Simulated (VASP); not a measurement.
CdO (Monteponite):

```xyz
2
Lattice="0.0000 2.3495 2.3495 2.3495 0.0000 2.3495 2.3495 2.3495 0.0000" Properties=species:S:1:pos:R:3 pbc="T T T"
Cd    0.0000    0.0000    0.0000
O     2.3495    2.3495    2.3495
```

Base run:

| Property | Result |
| --- | --- |
| Program | VASP 6.6.1 |
| Functional | r2SCAN |
| Potentials or basis | VASP PAW PBE potentials, release 64 (Cd, O) |
| Cutoff | 520 eV |
| k mesh | 7 × 7 × 7 |
| Occupations | fermi-dirac, width 0.05 eV |
| Spin | spin-orbit coupling, no magnetisation |

Its results: pressure 2.5 GPa.

Task: The run is repeated on the same cell with these changes: functional from r2SCAN to SCAN. What comes out?

Result: Pressure 1.6 GPa.

Caveats: the PAW data sets were made with another functional, which shifts forces and pressure a little.
